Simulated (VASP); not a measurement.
# BeTe (F-43m) in VASP: a series of runs

Runs on BeTe. Level: PBE. Tasks: relaxation of cell and atoms.

Everything below comes from runs of VASP 6.6.1. Logs are shortened: lines on timing, memory, paths and dates and some standing lists are left out, and cuts for length are marked.

## Step 1: The structure

Symmetry: F-43m, No. 216, cubic system. Conventional cell: a = 5.540 Å, b = 5.540 Å, c = 5.540 Å, α = 90.00°, β = 90.00°, γ = 90.00°. Around Be (site symmetry -43m) lie 4 Te at 2.40 Å. Te (site symmetry -43m) is surrounded by 4 Be at 2.40 Å.

## Step 2: Relaxation of cell and atoms, PBE

INCAR

```
PREC = Accurate ; ENCUT = 520
EDIFF = 1E-7 ; ISMEAR = 0
SIGMA = 0.02 ; LREAL = F
LASPH = T ; NELM = 100
ALGO = Normal ; ISIF = 3
LWAVE = F ; LCHARG = F
GGA = PE ; IBRION = 2
NSW = 80 ; EDIFFG = -0.002
```

KPOINTS

```
regular mesh
0
Gamma
  14 14 14
```

POSCAR

```
BeTe
1.0
    0.0000000000      2.7700000000      2.7700000000
    2.7700000000      0.0000000000      2.7700000000
    2.7700000000      2.7700000000      0.0000000000
Be Te
1 1
Direct
    0.0000000000      0.0000000000      0.0000000000
    0.2500000000      0.2500000000      0.2500000000
```

Potentials or basis: VASP PAW PBE potentials, release 64 (Be, Te).

Command:

```sh
> cat potpaw_PBE.64/Be/POTCAR potpaw_PBE.64/Te/POTCAR > POTCAR
> mpirun -np 1 vasp_std > vasp.out
```

OUTCAR:

```text
PREC = Accurate
   ENCUT = 520
   EDIFF = 1E-7
   ISMEAR = 0
   LREAL = F
   LASPH = T
   NELM = 100
   ISIF = 3
   GGA = PE
   IBRION = 2
   NSW = 80
   EDIFFG = -0.002

 ion  position               nearest neighbor table
   1  0.000  0.000  0.000-   2 2.40   2 2.40   2 2.40   2 2.40
   2  0.250  0.250  0.250-   1 2.40   1 2.40   1 2.40   1 2.40

  LATTYP: Found a face centered cubic cell.
 ALAT       =     5.5400000000

  Lattice vectors:

 A1 = (   0.0000000000,   2.7700000000,   2.7700000000)
 A2 = (   2.7700000000,   0.0000000000,   2.7700000000)
 A3 = (   2.7700000000,   2.7700000000,   0.0000000000)

Analysis of symmetry for initial positions (statically):
=====================================================================
 Subroutine PRICEL returns:
 Original cell was already a primitive cell.

 Routine SETGRP: Setting up the symmetry group for a
 face centered cubic supercell.

 Subroutine GETGRP returns: Found 24 space group operations
 (whereof 24 operations were pure point group operations)
 out of a pool of 48 trial point group operations.

The static configuration has the point symmetry T_d .

Analysis of symmetry for dynamics (positions and initial velocities):
=====================================================================
 Subroutine PRICEL returns:
 Original cell was already a primitive cell.

 Routine SETGRP: Setting up the symmetry group for a
 face centered cubic supercell.

 Subroutine GETGRP returns: Found 24 space group operations
 (whereof 24 operations were pure point group operations)
 out of a pool of 48 trial point group operations.

The dynamic configuration has the point symmetry T_d .

 Subroutine INISYM returns: Found 24 space group operations
 (whereof 24 operations are pure point group operations),
 and found     1 'primitive' translations

----------------------------------------------------------------------------------------

                                     Primitive cell

  volume of cell :      42.5079

  direct lattice vectors                    reciprocal lattice vectors
     0.000000000  2.770000000  2.770000000    -0.180505415  0.180505415  0.180505415
     2.770000000  0.000000000  2.770000000     0.180505415 -0.180505415  0.180505415
     2.770000000  2.770000000  0.000000000     0.180505415  0.180505415 -0.180505415

  length of vectors
     3.917371568  3.917371568  3.917371568     0.312644550  0.312644550  0.312644550

  position of ions in fractional coordinates (direct lattice)
     0.000000000  0.000000000  0.000000000
     0.250000000  0.250000000  0.250000000

  ion indices of the primitive-cell ions
   primitive index   ion index
                 1           1
                 2           2

----------------------------------------------------------------------------------------

 KPOINTS: regular mesh

Automatic generation of k-mesh.
 Grid dimensions read from file:
 generate k-points for:   14   14   14

 Generating k-lattice:

  Cartesian coordinates                     Fractional coordinates (reciprocal lattice)
    -0.012893244  0.012893244  0.012893244     0.071428571  0.000000000  0.000000000
     0.012893244 -0.012893244  0.012893244     0.000000000  0.071428571  0.000000000
     0.012893244  0.012893244 -0.012893244     0.000000000  0.000000000  0.071428571

  Length of vectors
     0.022331754  0.022331754  0.022331754

  Shift w.r.t. Gamma in fractional coordinates (k-lattice)
     0.000000000  0.000000000  0.000000000

 Subroutine IBZKPT returns following result:
 ===========================================

 Found    104 irreducible k-points:

 Following reciprocal coordinates:
            Coordinates               Weight
  0.000000  0.000000  0.000000      1.000000
  0.071429  0.000000  0.000000      8.000000
  0.142857  0.000000  0.000000      8.000000
  0.214286  0.000000  0.000000      8.000000
  0.285714  0.000000  0.000000      8.000000
  0.357143  0.000000  0.000000      8.000000
[... 16 lines left out ...]
  0.214286  0.142857  0.000000     24.000000
  0.285714  0.142857  0.000000     24.000000
 [... further k-points ...]
   k-points           NKPTS =    104   k-points in BZ     NKDIM =    104   number of bands    NBANDS=      8
   number of dos      NEDOS =    301   number of ions     NIONS =      2
   total plane-waves  NPLWV =  27000
   dimension x,y,z NGX =    30 NGY =   30 NGZ =   30
   dimension x,y,z NGXF=    60 NGYF=   60 NGZF=   60
   ions per type =               1   1
   NGX,Y,Z   is equivalent  to a cutoff of  12.73, 12.73, 12.73 a.u.
   NGXF,Y,Z  is equivalent  to a cutoff of  25.46, 25.46, 25.46 a.u.
 SYSTEM =  unknown system
   PREC   = accura    normal or accurate (medium, high low for compatibility)
   ISTART =      0    job   : 0-new  1-cont  2-samecut
   ICHARG =      2    charge: 1-file 2-atom 10-const
   ISPIN  =      1    spin polarized calculation?
   LNONCOLLINEAR =      F non collinear calculations
   LSORBIT =      F    spin-orbit coupling
   LASPH  =      T    aspherical Exc in radial PAW
   ENCUT  =  520.0 eV  38.22 Ry    6.18 a.u.   7.28  7.28  7.28*2*pi/ulx,y,z
   NELM   =    100;   NELMIN=  2; NELMDL= -5     # of ELM steps
   EDIFF  = 0.1E-06   stopping-criterion for ELM
   LREAL  =      F    real-space projection
   EDIFFG = -.2E-02   stopping-criterion for IOM
   NSW    =     80    number of steps for IOM
   IBRION =      2    ionic relax: 0-MD 1-quasi-New 2-CG
   NFREE  =      1    steps in history (QN), initial steepest desc. (CG)
   ISIF   =      3    stress and relaxation
   ISYM   =      2    0-nonsym 1-usesym 2-fastsym
   POTIM  = 0.5000    time-step for ionic-motion
   TEBEG  =    0.0;   TEEND  =   0.0 temperature during run
   PSTRESS=    0.0 pullay stress
   NELECT =       8.0000    total number of electrons
   NUPDOWN=      -1.0000    fix difference up-down
   EMIN   =  10.00;   EMAX   =-10.00  energy-range for DOS
   EFERMI =   0.00;   METHOD = LEGACY
   ISMEAR =     0;   SIGMA  =   0.02  broadening in eV -4-tet -1-fermi 0-gaus
   EFERMI_NEDOS =   21; number of points for ismear=-14 and -15
   IALGO  =     38    algorithm
   IMIX   =      4    mixing-type and parameters
     AMIX     =   0.40;   BMIX     =  1.00
     AMIX_MAG =   1.60;   BMIX_MAG =  1.00
  volume/ion in A,a.u.               =      21.25       143.43
  Fermi-wavevector in a.u.,A,eV,Ry     =   0.938170  1.772885 11.975354  0.880164
  Thomas-Fermi vector in A             =   2.065355
   LORBIT       =      0    0 simple, 1 ext, 2 COOP (PROOUT), +10 PAW based schemes
   GGA     = PE    functional components
   LHFCALC =     F    Hartree Fock is set to
   AEXX    =    0.0000 exact exchange contribution
   IVDW    =     0    specifies the selected vdW correction
   LEPSILON=     F    determine dielectric tensor
   LRPA    =     F    only Hartree local field effects (RPA)
 conjugate gradient relaxation of ions
 non-spin polarized calculation
 Gauss-broadening in eV      SIGMA  =   0.02
  energy-cutoff  :      520.00
  volume of cell :       42.51
 maximum number of plane-waves:      1163
 NGX is ok and might be reduce to    30
   NGX = 15   NGY = 15   NGZ = 15

--------------------------------------- Ionic step        1  -------------------------------------------

 number of electron       8.0000000 magnetization

 Free energy of the ion-electron system (eV)
  ---------------------------------------------------
  ext. energy  EPLUGINS =         0.00000000
  ---------------------------------------------------
  free energy    TOTEN  =        -7.58552295 eV

  energy without entropy =       -7.58552295  energy(sigma->0) =       -7.58552295

------------------------ aborting loop because EDIFF is reached ----------------------------------------

  FORCE on cell =-STRESS in cart. coord.  units (eV):
  Direction    XX          YY          ZZ          XY          YZ          ZX
  --------------------------------------------------------------------------------------
  -------------------------------------------------------------------------------------
  Total        1.1802655      1.1802655      1.1802655      0.0000000     -0.0000000     -0.0000000
  in kB       44.4857575     44.4857575     44.4857575      0.0000000     -0.0000000     -0.0000000
  external PRESSURE =      44.4857575 kB  Pullay stress =       0.0000000 kB
[... 57 lines left out ...]
  energy  without entropy=       -7.6231196391  energy(sigma->0) =       -7.62311964

--------------------------------------- Ionic step        3  -------------------------------------------

 number of electron       8.0000001 magnetization

 Free energy of the ion-electron system (eV)
  ---------------------------------------------------
  ext. energy  EPLUGINS =         0.00000000
  ---------------------------------------------------
  free energy    TOTEN  =        -7.62506327 eV

  energy without entropy =       -7.62506327  energy(sigma->0) =       -7.62506327

 E-fermi :   5.0320     XC(G=0):  -8.9808

 val. band max:        4.8853122458   @ k =   0.0000   0.0000   0.0000
 cond. band min:       6.9051506954   @ k =   0.5000   0.5000   0.0000
 fundamental gap:      2.0198384495
 Fermi energy:         5.0320450376

 k-point     1 :       0.0000    0.0000    0.0000
  band No.  band energies     occupation
      1      -7.2880      2.00000
      2       4.8853      2.00000
      3       4.8853      2.00000
      4       4.8853      2.00000
      5       8.5107      0.00000
      6       8.5107      0.00000
      7       8.5107      0.00000
      8       8.5689      0.00000
[... 243 lines left out ...]
 k-point    24 :       0.2857    0.1429    0.0000
  band No.  band energies     occupation
      1      -6.6429      2.00000
      2       1.7755      2.00000
      3       3.5913      2.00000
      4       3.6798      2.00000
      5       8.2032      0.00000
      6       9.5506      0.00000
      7      10.4583      0.00000
      8      10.6352      0.00000

 [... further k-points ...]

------------------------ aborting loop because EDIFF is reached ----------------------------------------

  FORCE on cell =-STRESS in cart. coord.  units (eV):
  Direction    XX          YY          ZZ          XY          YZ          ZX
  --------------------------------------------------------------------------------------
  -------------------------------------------------------------------------------------
  Total        0.0034546      0.0034546      0.0034546      0.0000000      0.0000000     -0.0000000
  in kB        0.1216011      0.1216011      0.1216011      0.0000000      0.0000000     -0.0000000
  external PRESSURE =       0.1216011 kB  Pullay stress =       0.0000000 kB
[... 17 lines left out ...]
  FREE ENERGIE OF THE ION-ELECTRON SYSTEM (eV)
  ---------------------------------------------------
  free  energy   TOTEN  =        -7.6250632693 eV

  energy  without entropy=       -7.6250632693  energy(sigma->0) =       -7.62506327

 reached required accuracy - stopping structural energy minimisation
```

Run time: 37 s. Hardware: 1 thread of Intel Xeon 6975P-C (Granite Rapids), shared host; peak memory 0.2 GiB.

Results:

* Free energy: -7.6251 eV
* Relaxed volume: 22.76 Å³/atom
* Relaxed cell: a = 4.008 Å, b = 4.008 Å, c = 4.008 Å, α = 60.00°, β = 60.00°, γ = 60.00°
* Space group after relaxing (to 0.05 Å): F-43m (No. 216)
* Energy gained by relaxing: 19.8 meV/atom
* Ionic steps: 3
* Pressure after relaxing: 0.0 GPa
* Band gap on the k mesh: 2.02 eV, indirect (least direct gap 3.63 eV)

Step by step:
```csv
step,energy change (eV),largest force (eV/Å),pressure (GPa),volume (Å³)
1,0.0000,0.0000,4.45,42.51
2,-0.0376,0.0000,-0.85,46.24
3,-0.0395,0.0000,0.01,45.52
```

Final structure:
```yaml
crystal:
  lattice:
    - [0.00000, 2.83388, 2.83388]
    - [2.83388, 0.00000, 2.83388]
    - [2.83388, 2.83388, 0.00000]
  atoms:
    - { symbol: Be, position: [0.00000, 0.00000, 0.00000] }
    - { symbol: Te, position: [0.25000, 0.25000, 0.25000] }
```

Levels at points of the mesh, in eV from the valence-band top:
| k point | band 1 | band 2 | band 3 | band 4 | band 5 | band 6 | band 7 | band 8 |
| --- | --- | --- | --- | --- | --- | --- | --- | --- |
| (0.00, 0.00, 0.00) | -12.17 | 0.00 | 0.00 | 0.00 | 3.63 | 3.63 | 3.63 | 3.68 |
| (0.50, 0.00, 0.00) | -10.88 | -5.42 | -1.10 | -1.10 | 3.03 | 4.60 | 4.60 | 7.82 |
| (0.50, 0.50, 0.00) | -10.40 | -5.01 | -2.57 | -2.57 | 2.02 | 2.69 | 9.58 | 9.58 |

Caveat: spin-orbit coupling is left out, which moves the levels of the heavy elements. A k mesh can miss the band edges.

(Part 1 of 2 ends here.)
